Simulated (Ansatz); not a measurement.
# Spin–orbit splittings in HfC

```
Hf C
1.0
     0.00000    2.32500    2.32500
     2.32500    0.00000    2.32500
     2.32500    2.32500    0.00000
Hf C
1 1
Direct
  0.50000 0.50000 0.50000
  0.00000 0.00000 0.00000
```

Atom numbers follow the list: Hf1, C2.

Conventional cell: a = 4.650 Å, b = 4.650 Å, c = 4.650 Å, α = 90.00°, β = 90.00°, γ = 90.00°. Hf (atom 1) has 6 C at 2.33 Å as nearest neighbours. Around C (atom 2) lie 6 Hf at 2.33 Å.

The cell is COD entry 1539502, as deposited and not checked against the literature; nothing was relaxed.

All numbers are computed: DFT, PBE, all-electron LAPW, scalar-relativistic (Ansatz 0.2.0); DFT, PBE, all-electron LAPW, Dirac equation with spin-orbit coupling (Ansatz 0.2.0).

Settings: a Γ-centred 12×12×12 k mesh, Fermi–Dirac smearing of 0.05 eV, basis error target 0.25 meV/atom, no spin polarisation.

Levels between -8 and 3 eV, each run counted from its own valence-band top where it has a gap, else its Fermi level. Scalar levels are listed once for both spins; with the coupling every spinor state is counted. Levels near the edges of the range can cross them.

(1) At Γ (0.000, 0.000, 0.000) the scalar-relativistic levels are 1.02 (×3), 1.33 (×3). What are they with spin–orbit coupling?

(2) At X (0.500, 0.000, 0.500) the scalar-relativistic levels are -2.65, -1.83, -0.10 (×2). What are they with spin–orbit coupling?

## Answers

(1) 0.85 (×2), 1.03 (×4), 1.19 (×4), 1.48 (×2).

(2) -2.80 (×2), -1.87 (×2), -0.30 (×2), 0.05 (×2).
